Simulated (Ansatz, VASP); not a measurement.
## One calculation of CsI, two programs

INCAR

```
  PREC = Accurate
  ENCUT = 520
  EDIFF = 1E-6
  ISMEAR = 0
  SIGMA = 0.1
  LREAL = False
  LASPH = True
  NELM = 100
  ALGO = Normal
  ISIF = 2
  LWAVE = False
  LCHARG = True
  GGA = PS
  LELF = True
  LVHAR = True
  NBANDS = 15
```

Contents of KPOINTS:

```
Automatic mesh
0
Gamma
  4 4 4
```

Contents of POSCAR:

```
CsI
1.0
    4.5667000000      0.0000000000      0.0000000000
    0.0000000000      4.5667000000      0.0000000000
    0.0000000000      0.0000000000      4.5667000000
Cs I
1 1
Direct
    0.0000000000      0.0000000000      0.0000000000
    0.5000000000      0.5000000000      0.5000000000
```

Input for Ansatz:

```yaml
crystal:
  lattice:
    - [4.5667, 0.0, 0.0]
    - [0.0, 4.5667, 0.0]
    - [0.0, 0.0, 4.5667]
  atoms:
    - { symbol: Cs, position: [0.0, 0.0, 0.0] }
    - { symbol: I, position: [0.5, 0.5, 0.5] }
basis:
  ecutwfc: 420
kpoints:
  mp_grid: { grid: [4, 4, 4] }
hamiltonian:
  xc: pbesol
scf:
  occupations: { method: gaussian, width: 0.1 }
output:
  forces: true
  stress: true
  eigenvalues: true
```

Alike in both runs: task single point; functional PBEsol; k mesh 4 × 4 × 4; occupations gaussian, width 0.1 eV; no spin polarisation.

```csv
,VASP,Ansatz
version,VASP 6.6.1,Ansatz 0.2.0
potentials or method,"VASP PAW PBE potentials, release 64 (Cs_sv, I)","scalar-relativistic, plane waves, PAW"
plane-wave cutoff (eV),520,420
valence electrons in the cell,16,26
```

```csv
,VASP,Ansatz,Ansatz less VASP
gap on the k mesh at the Fermi level (eV),3.70,3.71,+0.013
least direct gap on the mesh (eV),3.79,3.80,+0.010
pressure (GPa),-0.4,-0.4,-0.03
```

The two sets of potentials don't hold the same shells in valence.

Caveats: the PAW data sets were made with another functional, which shifts forces and pressure a little (VASP); spin-orbit coupling is left out, which moves the levels of the heavy elements. A k mesh can miss the band edges. As with any semilocal functional, this PBEsol gap is likely too small.
